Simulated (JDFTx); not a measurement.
The system is Hf.

```
CELL_PARAMETERS angstrom
0.00000 2.22000 2.22000
2.22000 0.00000 2.22000
2.22000 2.22000 0.00000
ATOMIC_POSITIONS crystal
Hf 0.00000 0.00000 0.00000
```

This isn't the form of Hf at room conditions, which is hcp.

* Program: JDFTx 1.7.0 (patched build)
* Task: single point
* Functional: PBE
* Potentials or basis: PseudoDojo-SR-PBE-0.5-standard
* Cutoff: 789 eV
* Density cutoff: 3157 eV
* k mesh: 10 × 10 × 10
* Occupations: fermi-dirac, width 0.05 eV
* Spin: no spin polarisation

On this cell: pressure 3.1 GPa; band gap on the k mesh none (metal or under the smearing width).

The same run follows on a disturbed copy (cell strained at random at fixed volume):

```
Hf
1.0
    -0.04347    2.20748    2.21336
     2.16276   -0.04267    2.21256
     2.17201    2.21592   -0.05192
Hf
1
Direct
  0.00193 0.98878 0.99658
```

Task: What does the disturbed cell give?

Result: The energy (extrapolated to zero smearing) moves by +8.9 meV/atom; pressure 3.3 GPa; band gap on the k mesh none (metal or under the smearing width).

Stress tensor (GPa, compression positive):
```
3.95 1.30 1.83
1.30 2.99 1.67
1.83 1.67 2.84
```
